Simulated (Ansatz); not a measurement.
(210) slab cut from the bulk of BAs, F-43m (No. 216); the slab's formula is B11As12:

```yaml
crystal:
  lattice:
    - [4.76788, 0.00000, 0.00000]
    - [-2.38394, 5.33065, 0.00000]
    - [0.00000, 0.00000, 26.72742]
  atoms:
    - { symbol: As, position: [0.10000, 0.70000, 0.28061] }
    - { symbol: B, position: [0.70000, 0.40000, 0.30056] }
    - { symbol: As, position: [0.80000, 0.10000, 0.32050] }
    - { symbol: B, position: [0.40000, 0.80000, 0.34044] }
    - { symbol: As, position: [0.50000, 0.50000, 0.36039] }
    - { symbol: B, position: [0.10000, 0.20000, 0.38033] }
    - { symbol: As, position: [0.20000, 0.90000, 0.40028] }
    - { symbol: B, position: [0.80000, 0.60000, 0.42022] }
    - { symbol: As, position: [0.90000, 0.30000, 0.44017] }
    - { symbol: B, position: [0.50000, 0.00000, 0.46011] }
    - { symbol: As, position: [0.60000, 0.70000, 0.48006] }
    - { symbol: B, position: [0.20000, 0.40000, 0.50000] }
    - { symbol: As, position: [0.30000, 0.10000, 0.51994] }
    - { symbol: B, position: [0.90000, 0.80000, 0.53989] }
    - { symbol: As, position: [0.00000, 0.50000, 0.55983] }
    - { symbol: B, position: [0.60000, 0.20000, 0.57978] }
    - { symbol: As, position: [0.70000, 0.90000, 0.59972] }
    - { symbol: B, position: [0.30000, 0.60000, 0.61967] }
    - { symbol: As, position: [0.40000, 0.30000, 0.63961] }
    - { symbol: B, position: [0.00000, 0.00000, 0.65956] }
    - { symbol: As, position: [0.10000, 0.70000, 0.67950] }
    - { symbol: B, position: [0.70000, 0.40000, 0.69944] }
    - { symbol: As, position: [0.80000, 0.10000, 0.71939] }
```

The calculation used DFT PBEsol, scalar-relativistic, plane waves, PAW in Ansatz 0.2.0. Cutoff 420 eV; k points 6×5×1 on the computed 23-atom cell (Γ-centred); Gaussian smearing, width 0.05 eV; no spin polarisation. A dipole correction removes the field between periodic images along c.

Q: What forces act on the atoms?

A:
```tsv
atom	Fx (eV/Å)	Fy (eV/Å)	Fz (eV/Å)
As1	-0.938	-0.101	-0.507
B2	1.597	1.079	1.310
As3	0.142	-0.814	-0.764
B4	-0.218	0.048	0.323
As5	-0.593	-0.433	-0.601
B6	-0.074	0.262	0.112
As7	-0.076	-0.092	-0.027
B8	0.282	0.043	0.084
As9	-0.035	-0.041	-0.030
B10	0.025	0.048	0.076
As11	-0.116	-0.035	-0.061
B12	0.006	-0.001	0.002
As13	-0.119	0.037	0.059
B14	0.027	-0.049	-0.071
As15	-0.037	0.045	0.027
B16	0.288	-0.046	-0.079
As17	-0.080	0.093	0.024
B18	-0.072	-0.261	-0.110
As19	-0.597	0.434	0.601
B20	-0.218	-0.055	-0.322
As21	0.143	0.820	0.765
B22	1.604	-1.086	-1.316
As23	-0.941	0.105	0.504
```

Cost: 1 run of about 3 core-minutes, on Intel Xeon Platinum 8488C (Sapphire Rapids) (shared hosts).